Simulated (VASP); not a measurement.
Te2Mo, 6 atoms in the cell. The cell holds a slab with vacuum, 6 atoms: a = 6.362 Å, b = 3.480 Å, c = 36.176 Å, α = 90.00°, β = 90.14°, γ = 90.00°. 

- Program: VASP 6.6.1
- Task: single point
- Functional: PBE
- Potentials or basis: VASP PAW PBE potentials, release 64 (Te, Mo_sv)
- Cutoff: 520 eV
- k mesh: 4 × 8 × 1
- Occupations: gaussian, width 0.012 eV
- Spin: no spin polarisation
- Further INCAR settings: ALGO = Normal; EDIFF = 1e-06; NBANDS = 35

Potentials or basis: VASP PAW PBE potentials, release 64 (Te, Mo_sv).

The run is started by

```bash
$ cat potpaw_PBE.64/Te/POTCAR potpaw_PBE.64/Mo_sv/POTCAR > POTCAR
$ mpirun -np 1 vasp_std > vasp.out
```

Hardware: 1 thread of Intel(R) Xeon(R) Platinum 8259CL CPU @ 2.50GHz (Skylake/Cascade Lake), with other jobs on the host.

Q: How long does it take, and how much memory?

A: Wall time 12 min on 1 thread of Intel(R) Xeon(R) Platinum 8259CL CPU @ 2.50GHz (Skylake/Cascade Lake), on a shared host, peak memory 0.92 GiB. Counts: scf iterations 26, k points 15.
